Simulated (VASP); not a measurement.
# ZnS (P6_3mc) in VASP: further runs

ZnS is run at these levels: PBE; tasks: single point.

Everything below comes from runs of VASP 6.6.1. Logs are shortened: lines on timing, memory, paths and dates and some standing lists are left out, and cuts for length are marked.

**What was measured.**

A printed reference work, monograph reports, for a bulk crystal of ZnS at 4 K: band gap 3.911 eV (direct).

How close the calculation comes is told below.

## (1) The cell of the first run

Symmetry: P6_3mc, No. 186, hexagonal system. Conventional cell: a = 3.764 Å, b = 3.764 Å, c = 6.186 Å, α = 90.00°, β = 90.00°, γ = 120.00°. Zn (site symmetry 3m) has 4 S at 2.31 Å within 3.1 Å. S (site symmetry 3m) has 4 Zn at 2.31 Å within 3.1 Å.

## (2) Single point, PBE (volume scaled by 0.94, then relaxed in part)

INCAR reads:

```
PREC = Accurate ; ENCUT = 520
EDIFF = 1E-6 ; ISMEAR = 0
SIGMA = 0.02 ; LREAL = F
LASPH = T ; NELM = 80
ALGO = Normal ; ISIF = 2
LWAVE = F ; LCHARG = F
GGA = PE ; NBANDS = 26
```

KPOINTS reads:

```
Automatic mesh
0
Gamma
  12 12 6
```

POSCAR reads:

```
ZnS
1.0
    3.7640888459      0.0000000000      0.0000000000
   -1.8820444230      3.2597965626      0.0000000000
    0.0000000000      0.0000000000      6.1861467435
Zn S
2 2
Direct
    0.3333333333      0.6666666667      0.0055746588
    0.6666666667      0.3333333333      0.5055746588
    0.3333333333      0.6666666667      0.3794253412
    0.6666666667      0.3333333333      0.8794253412
```

Potentials or basis: VASP PAW PBE potentials, release 64 (Zn, S).

Run with:

```sh
> cat potpaw_PBE.64/Zn/POTCAR potpaw_PBE.64/S/POTCAR > POTCAR
> mpirun -np 1 vasp_std > vasp.out
```

OUTCAR:

```text
PREC = Accurate
   ENCUT = 520
   EDIFF = 1E-6
   ISMEAR = 0
   LREAL = F
   LASPH = T
   NELM = 80
   ISIF = 2
   GGA = PE

 ion  position               nearest neighbor table
   1  0.333  0.667  0.006-   4 2.31   4 2.31   4 2.31   3 2.31
   2  0.667  0.333  0.506-   3 2.31   3 2.31   3 2.31   4 2.31
   3  0.333  0.667  0.379-   2 2.31   2 2.31   2 2.31   1 2.31
   4  0.667  0.333  0.879-   1 2.31   1 2.31   1 2.31   2 2.31

  LATTYP: Found a hexagonal cell.
 ALAT       =     3.7640888459
 C/A-ratio  =     1.6434645931

  Lattice vectors:

 A1 = (   3.7640888459,   0.0000000000,   0.0000000000)
 A2 = (  -1.8820444230,   3.2597965626,   0.0000000000)
 A3 = (   0.0000000000,   0.0000000000,   6.1861467435)

Analysis of symmetry for initial positions (statically):
=====================================================================
 Subroutine PRICEL returns:
 Original cell was already a primitive cell.

 Routine SETGRP: Setting up the symmetry group for a
 hexagonal supercell.

 Subroutine GETGRP returns: Found 12 space group operations
 (whereof  6 operations were pure point group operations)
 out of a pool of 24 trial point group operations.

The static configuration has the point symmetry C_3v.
 The point group associated with its full space group is C_6v.

Analysis of symmetry for dynamics (positions and initial velocities):
=====================================================================
 Subroutine PRICEL returns:
 Original cell was already a primitive cell.

 Routine SETGRP: Setting up the symmetry group for a
 hexagonal supercell.

 Subroutine GETGRP returns: Found 12 space group operations
 (whereof  6 operations were pure point group operations)
 out of a pool of 24 trial point group operations.

The dynamic configuration has the point symmetry C_3v.
 The point group associated with its full space group is C_6v.

 Subroutine INISYM returns: Found 12 space group operations
 (whereof  6 operations are pure point group operations),
 and found     1 'primitive' translations

----------------------------------------------------------------------------------------

                                     Primitive cell

  volume of cell :      75.9050

  direct lattice vectors                    reciprocal lattice vectors
     3.764088846  0.000000000  0.000000000     0.265668543  0.153383805  0.000000000
    -1.882044423  3.259796563  0.000000000     0.000000000  0.306767610  0.000000000
     0.000000000  0.000000000  6.186146744     0.000000000  0.000000000  0.161651516

  length of vectors
     3.764088846  3.764088846  6.186146744     0.306767610  0.306767610  0.161651516

  position of ions in fractional coordinates (direct lattice)
     0.333333333  0.666666667  0.005574659
     0.666666667  0.333333333  0.505574659
     0.333333333  0.666666667  0.379425341
     0.666666667  0.333333333  0.879425341

  ion indices of the primitive-cell ions
   primitive index   ion index
                 1           1
                 2           2
                 3           3
                 4           4

----------------------------------------------------------------------------------------

 KPOINTS: Automatic mesh

Automatic generation of k-mesh.
 Grid dimensions read from file:
 generate k-points for:   12   12    6

 Generating k-lattice:

  Cartesian coordinates                     Fractional coordinates (reciprocal lattice)
     0.022139045  0.012781984  0.000000000     0.083333333  0.000000000  0.000000000
     0.000000000  0.025563967  0.000000000     0.000000000  0.083333333  0.000000000
     0.000000000  0.000000000  0.026941919     0.000000000  0.000000000  0.166666667

  Length of vectors
     0.025563967  0.025563967  0.026941919

  Shift w.r.t. Gamma in fractional coordinates (k-lattice)
     0.000000000  0.000000000  0.000000000

 Subroutine IBZKPT returns following result:
 ===========================================

 Found     76 irreducible k-points:

 Following reciprocal coordinates:
            Coordinates               Weight
  0.000000  0.000000  0.000000      1.000000
  0.083333  0.000000  0.000000      6.000000
  0.166667  0.000000  0.000000      6.000000
  0.250000  0.000000  0.000000      6.000000
  0.333333  0.000000  0.000000      6.000000
  0.416667  0.000000  0.000000      6.000000
[... 16 lines left out ...]
  0.250000  0.000000  0.166667     12.000000
  0.333333  0.000000  0.166667     12.000000
 [... further k-points ...]
   k-points           NKPTS =     76   k-points in BZ     NKDIM =     76   number of bands    NBANDS=     26
   number of dos      NEDOS =    301   number of ions     NIONS =      4
   total plane-waves  NPLWV =  37632
   dimension x,y,z NGX =    28 NGY =   28 NGZ =   48
   dimension x,y,z NGXF=    56 NGYF=   56 NGZF=   96
   ions per type =               2   2
   NGX,Y,Z   is equivalent  to a cutoff of  12.37, 12.37, 12.90 a.u.
   NGXF,Y,Z  is equivalent  to a cutoff of  24.73, 24.73, 25.80 a.u.
 SYSTEM =  unknown system
   PREC   = accura    normal or accurate (medium, high low for compatibility)
   ISTART =      0    job   : 0-new  1-cont  2-samecut
   ICHARG =      2    charge: 1-file 2-atom 10-const
   ISPIN  =      1    spin polarized calculation?
   LNONCOLLINEAR =      F non collinear calculations
   LSORBIT =      F    spin-orbit coupling
   LASPH  =      T    aspherical Exc in radial PAW
   ENCUT  =  520.0 eV  38.22 Ry    6.18 a.u.   7.00  7.00 11.50*2*pi/ulx,y,z
   NELM   =     80;   NELMIN=  2; NELMDL= -5     # of ELM steps
   EDIFF  = 0.1E-05   stopping-criterion for ELM
   LREAL  =      F    real-space projection
   EDIFFG = 0.1E-04   stopping-criterion for IOM
   NSW    =      0    number of steps for IOM
   IBRION =     -1    ionic relax: 0-MD 1-quasi-New 2-CG
   NFREE  =      0    steps in history (QN), initial steepest desc. (CG)
   ISIF   =      2    stress and relaxation
   ISYM   =      2    0-nonsym 1-usesym 2-fastsym
   POTIM  = 0.5000    time-step for ionic-motion
   TEBEG  =    0.0;   TEEND  =   0.0 temperature during run
   PSTRESS=    0.0 pullay stress
   NELECT =      36.0000    total number of electrons
   NUPDOWN=      -1.0000    fix difference up-down
   EMIN   =  10.00;   EMAX   =-10.00  energy-range for DOS
   EFERMI =   0.00;   METHOD = LEGACY
   ISMEAR =     0;   SIGMA  =   0.02  broadening in eV -4-tet -1-fermi 0-gaus
   EFERMI_NEDOS =   21; number of points for ismear=-14 and -15
   IALGO  =     38    algorithm
   IMIX   =      4    mixing-type and parameters
     AMIX     =   0.40;   BMIX     =  1.00
     AMIX_MAG =   1.60;   BMIX_MAG =  1.00
  volume/ion in A,a.u.               =      18.98       128.06
  Fermi-wavevector in a.u.,A,eV,Ry     =   1.276690  2.412594 22.176646  1.629937
  Thomas-Fermi vector in A             =   2.409332
   LORBIT       =      0    0 simple, 1 ext, 2 COOP (PROOUT), +10 PAW based schemes
   GGA     = PE    functional components
   LHFCALC =     F    Hartree Fock is set to
   AEXX    =    0.0000 exact exchange contribution
   IVDW    =     0    specifies the selected vdW correction
   LEPSILON=     F    determine dielectric tensor
   LRPA    =     F    only Hartree local field effects (RPA)
 non-spin polarized calculation
 Gauss-broadening in eV      SIGMA  =   0.02
  energy-cutoff  :      520.00
  volume of cell :       75.91
 maximum number of plane-waves:      2067
 NGX is ok and might be reduce to    28
   NGX = 13   NGY = 13   NGZ = 23

 number of electron      36.0000009 magnetization

 Free energy of the ion-electron system (eV)
  ---------------------------------------------------
  ext. energy  EPLUGINS =         0.00000000
  ---------------------------------------------------
  free energy    TOTEN  =       -13.61817167 eV

  energy without entropy =      -13.61817167  energy(sigma->0) =      -13.61817167

 E-fermi :   2.6373     XC(G=0):  -9.8082

 val. band max:        2.4999033643   @ k =   0.0000   0.0000   0.0000
 cond. band min:       4.8559886186   @ k =   0.0000   0.0000   0.0000
 fundamental gap:      2.3560852543
 Fermi energy:         2.6373168974

 k-point     1 :       0.0000    0.0000    0.0000
  band No.  band energies     occupation
      1     -10.9494      2.00000
      2      -9.9490      2.00000
      3      -4.0136      2.00000
      4      -3.9954      2.00000
      5      -3.9954      2.00000
      6      -3.9068      2.00000
[... 18 lines left out ...]
     25      10.2104      0.00000
     26      11.9201      0.00000

 k-point     2 :       0.0833    0.0000    0.0000
  band No.  band energies     occupation
      1     -10.8990      2.00000
      2      -9.9203      2.00000
      3      -4.0080      2.00000
      4      -3.9954      2.00000
      5      -3.9852      2.00000
      6      -3.9025      2.00000
[... 18 lines left out ...]
     25      10.4346      0.00000
     26      11.5649      0.00000

 k-point     3 :       0.1667    0.0000    0.0000
  band No.  band energies     occupation
      1     -10.7546      2.00000
      2      -9.8422      2.00000
      3      -4.0149      2.00000
      4      -3.9737      2.00000
      5      -3.9588      2.00000
      6      -3.8839      2.00000
[... 18 lines left out ...]
     25      10.8102      0.00000
     26      11.0527      0.00000

 k-point     4 :       0.2500    0.0000    0.0000
  band No.  band energies     occupation
      1     -10.5371      2.00000
      2      -9.7396      2.00000
      3      -4.0220      2.00000
      4      -3.9462      2.00000
      5      -3.9274      2.00000
      6      -3.8357      2.00000
[... 18 lines left out ...]
     25      11.0979      0.00000
     26      11.4234      0.00000
[... 496 lines left out ...]
      1     -10.7016      2.00000
      2      -9.9132      2.00000
      3      -4.0249      2.00000
      4      -3.9688      2.00000
      5      -3.9533      2.00000
      6      -3.8950      2.00000
[... 18 lines left out ...]
     25      10.8617      0.00000
     26      11.0736      0.00000

 k-point    23 :       0.2500    0.0000    0.1667
  band No.  band energies     occupation
      1     -10.4891      2.00000
      2      -9.7991      2.00000
      3      -4.0312      2.00000
      4      -3.9500      2.00000
      5      -3.9197      2.00000
      6      -3.8447      2.00000
[... 18 lines left out ...]
     25      11.2118      0.00000
     26      11.6911      0.00000

 k-point    24 :       0.3333    0.0000    0.1667
  band No.  band energies     occupation
      1     -10.2445      2.00000
      2      -9.6945      2.00000
      3      -4.0255      2.00000
      4      -3.9277      2.00000
      5      -3.8923      2.00000
      6      -3.7591      2.00000
[... 18 lines left out ...]
     25      11.4026      0.00000
     26      12.4554      0.00000

 [... further k-points ...]
[... 5 lines left out ...]
  --------------------------------------------------------------------------------------
  -------------------------------------------------------------------------------------
  Total        2.4091296      2.4091296      2.3883204     -0.0000000     -0.0000000      0.0000000
  in kB       50.8510773     50.8510773     50.4118455     -0.0000000     -0.0000000      0.0000000
  external PRESSURE =      50.7046667 kB  Pullay stress =       0.0000000 kB

 VOLUME and BASIS-vectors are now :
 -----------------------------------------------------------------------------
  energy-cutoff  :      520.00
  volume of cell :       75.91
      direct lattice vectors                 reciprocal lattice vectors
     3.764088846  0.000000000  0.000000000     0.265668543  0.153383805  0.000000000
    -1.882044423  3.259796563  0.000000000     0.000000000  0.306767610  0.000000000
     0.000000000  0.000000000  6.186146744     0.000000000  0.000000000  0.161651516

 POSITION                                       TOTAL-FORCE (eV/Angst)
 -----------------------------------------------------------------------------------
     -0.00000      2.17320      0.03449        -0.000000      0.000000      0.005036
      1.88204      1.08660      3.12756         0.000000     -0.000000      0.005036
     -0.00000      2.17320      2.34718        -0.000000     -0.000000     -0.005036
      1.88204      1.08660      5.44025        -0.000000     -0.000000     -0.005036
 -----------------------------------------------------------------------------------
    total drift:                               -0.000001     -0.000001     -0.001019

  FREE ENERGIE OF THE ION-ELECTRON SYSTEM (eV)
  ---------------------------------------------------
  free  energy   TOTEN  =       -13.6181716730 eV

  energy  without entropy=      -13.6181716730  energy(sigma->0) =      -13.61817167
```

Run time: 92 s. Hardware: 1 thread of AMD EPYC 9R14 (Zen 4), shared host; peak memory 0.23 GiB.

Results:

| Quantity | Value |
| --- | --- |
| Free energy | -13.6182 eV |
| Pressure | 5.1 GPa |
| Largest force | 0.005 eV/Å |
| Band gap on the k mesh | 2.36 eV, direct |

Forces in eV/Å, atoms in the order of the input:
```
Zn   0.000  0.000  0.005
Zn   0.000  0.000  0.005
S    0.000  0.000 -0.005
S    0.000  0.000 -0.005
```

Caveat: the cell differs from its parent crystal (volume scaled by 0.94, then relaxed in part).

## (3) Single point, PBE (volume scaled by 0.97, then relaxed in part)

INCAR reads:

```
SYSTEM = ZnS
PREC = Accurate
ENCUT = 520
EDIFF = 1E-6
ISMEAR = 0
SIGMA = 0.02
LREAL = .FALSE.
LASPH = .TRUE.
NELM = 60
ALGO = Normal
ISIF = 2
LWAVE = .FALSE.
LCHARG = .FALSE.
GGA = PE
NBANDS = 26
```

KPOINTS reads:

```
regular mesh
0
G
  12 12 6
  0 0 0
```

POSCAR reads:

```
ZnS
1.0
    3.8066469404      0.0000000000      0.0000000000
   -1.9033234702      3.2966529536      0.0000000000
    0.0000000000      0.0000000000      6.2416388003
Zn S
2 2
Direct
    0.3333333333      0.6666666667      0.0052197924
    0.6666666667      0.3333333333      0.5052197924
    0.3333333333      0.6666666667      0.3797802076
    0.6666666667      0.3333333333      0.8797802076
```

Potentials or basis: VASP PAW PBE potentials, release 64 (Zn, S).

Run with:

```sh
> cat potpaw_PBE.64/Zn/POTCAR potpaw_PBE.64/S/POTCAR > POTCAR
> mpirun -np 1 vasp_std > vasp.out
```

OUTCAR:

```text
SYSTEM = ZnS
   PREC = Accurate
   ENCUT = 520
   EDIFF = 1E-6
   ISMEAR = 0
   LREAL = .FALSE.
   LASPH = .TRUE.
   NELM = 60
   ISIF = 2
   GGA = PE

 ion  position               nearest neighbor table
   1  0.333  0.667  0.005-   4 2.33   4 2.33   4 2.33   3 2.34
   2  0.667  0.333  0.505-   3 2.33   3 2.33   3 2.33   4 2.34
   3  0.333  0.667  0.380-   2 2.33   2 2.33   2 2.33   1 2.34
   4  0.667  0.333  0.880-   1 2.33   1 2.33   1 2.33   2 2.34

  LATTYP: Found a hexagonal cell.
 ALAT       =     3.8066469404
 C/A-ratio  =     1.6396684268

[... 888 lines left out ...]

 [... further k-points ...]
[... 5 lines left out ...]
  --------------------------------------------------------------------------------------
  -------------------------------------------------------------------------------------
  Total        1.1675060      1.1675060      1.1911829      0.0000000      0.0000000     -0.0000000
  in kB       23.8811501     23.8811501     24.3654577      0.0000000      0.0000000     -0.0000000
  external PRESSURE =      24.0425860 kB  Pullay stress =       0.0000000 kB

 VOLUME and BASIS-vectors are now :
 -----------------------------------------------------------------------------
  energy-cutoff  :      520.00
  volume of cell :       78.33
      direct lattice vectors                 reciprocal lattice vectors
     3.806646940  0.000000000  0.000000000     0.262698384  0.151668983  0.000000000
    -1.903323470  3.296652954  0.000000000     0.000000000  0.303337966  0.000000000
     0.000000000  0.000000000  6.241638800     0.000000000  0.000000000  0.160214333

 POSITION                                       TOTAL-FORCE (eV/Angst)
 -----------------------------------------------------------------------------------
     -0.00000      2.19777      0.03258        -0.000000      0.000000      0.007501
      1.90332      1.09888      3.15340         0.000000     -0.000000      0.007501
     -0.00000      2.19777      2.37045         0.000000     -0.000000     -0.007501
      1.90332      1.09888      5.49127         0.000000     -0.000000     -0.007501
 -----------------------------------------------------------------------------------
    total drift:                               -0.000000     -0.000000     -0.000398

  FREE ENERGIE OF THE ION-ELECTRON SYSTEM (eV)
  ---------------------------------------------------
  free  energy   TOTEN  =       -13.6745932465 eV

  energy  without entropy=      -13.6745932465  energy(sigma->0) =      -13.67459325
```

It took 1.9 min on 1 thread of AMD EPYC 9R14 (Zen 4), shared host; peak memory 0.23 GiB.

Results:

| Property | Result |
| --- | --- |
| Free energy | -13.6746 eV |
| Pressure | 2.4 GPa |
| Largest force | 0.008 eV/Å |
| Band gap on the k mesh | 2.22 eV, direct |

Forces on the atoms (eV/Å):
```
Zn   0.000  0.000  0.008
Zn   0.000  0.000  0.008
S    0.000  0.000 -0.008
S    0.000  0.000 -0.008
```

Caveat: the cell differs from its parent crystal (volume scaled by 0.97, then relaxed in part). A k mesh can miss the band edges.

## (4) Single point, PBE

This run uses another cell than the first one, of 20.19 Å³/atom, 1.064 times its volume.

Changes to INCAR since step 3:

```diff
@@ -12,4 +12,6 @@
 LWAVE = .FALSE.
-LCHARG = .FALSE.
+LCHARG = .TRUE.
 GGA = PE
+LELF = .TRUE.
+LVHAR = .TRUE.
 NBANDS = 26
```

KPOINTS reads:

```
Automatic mesh
0
G
  12 12 6
  0 0 0
```

POSCAR reads:

```
ZnS
1.0
    3.8454929595      0.0000000000      0.0000000000
   -1.9227464798      3.3302945930      0.0000000000
    0.0000000000      0.0000000000      6.3053333914
Zn S
2 2
Direct
    0.3333333333      0.6666666667      0.0052197924
    0.6666666667      0.3333333333      0.5052197924
    0.3333333333      0.6666666667      0.3797802076
    0.6666666667      0.3333333333      0.8797802076
```

Run with:

```sh
> cat potpaw_PBE.64/Zn/POTCAR potpaw_PBE.64/S/POTCAR > POTCAR
> mpirun -np 1 vasp_std > vasp.out
```

It took 1.9 min on 1 thread of AMD EPYC 9R14 (Zen 4), shared host; peak memory 0.25 GiB.

Results (log left out):

| Property | Result |
| --- | --- |
| Free energy | -13.6938 eV |
| Pressure | 0.1 GPa |
| Band gap on the k mesh | 2.08 eV, direct |

Levels at points of the mesh, in eV from the valence-band top:
| k point | band 14 | band 15 | band 16 | band 17 | band 18 | band 19 | band 20 | band 21 | band 22 | band 23 |
| --- | --- | --- | --- | --- | --- | --- | --- | --- | --- | --- |
| (0.00, 0.00, 0.00) | -0.85 | -0.85 | -0.07 | 0.00 | 0.00 | 2.08 | 3.05 | 6.33 | 6.33 | 6.59 |
| (0.50, 0.00, 0.00) | -4.01 | -3.14 | -2.14 | -1.61 | -0.85 | 3.68 | 4.18 | 5.14 | 6.93 | 7.29 |
| (0.00, 0.00, 0.50) | -2.80 | -0.45 | -0.45 | -0.45 | -0.45 | 3.48 | 3.48 | 6.76 | 6.76 | 6.78 |
| (0.50, 0.00, 0.50) | -4.74 | -1.56 | -1.56 | -1.54 | -1.54 | 3.54 | 3.54 | 5.24 | 5.24 | 8.78 |

## (5) The runs side by side

| cell | gap on the mesh (eV) | pressure (GPa) | largest force (eV/Å) |
| --- | --- | --- | --- |
| a = 3.764, b = 3.764, c = 6.186 Å, angles 90.0, 90.0, 120.0°, 4 atoms | 2.36 | 5.1 | 0.01 |
| a = 3.807, b = 3.807, c = 6.242 Å, angles 90.0, 90.0, 120.0°, 4 atoms | 2.22 | 2.4 | 0.01 |
| a = 3.845, b = 3.845, c = 6.305 Å, angles 90.0, 90.0, 120.0°, 4 atoms | 2.08 | 0.1 | - |

Alike in all rows: task single point; level PBE; potentials or basis VASP PAW PBE potentials, release 64 (Zn, S); no spin polarisation; k mesh 12 × 12 × 6; cutoff (eV) 520; smearing gaussian 0.02 eV.

Total energies depend on the potentials used, so only differences within one code and one set of settings carry meaning.

## (6) Comparison with measurements

Step 4. Against the measured gap of ZnS, 3.911 eV (direct; 4 K; a printed reference work, monograph), the calculated 2.08 eV is off by -1.83 eV. The value is that of PBE on a finite k mesh, which can miss the band edges, without temperature or zero-point motion. Semilocal functionals fall short of measured gaps as a rule.
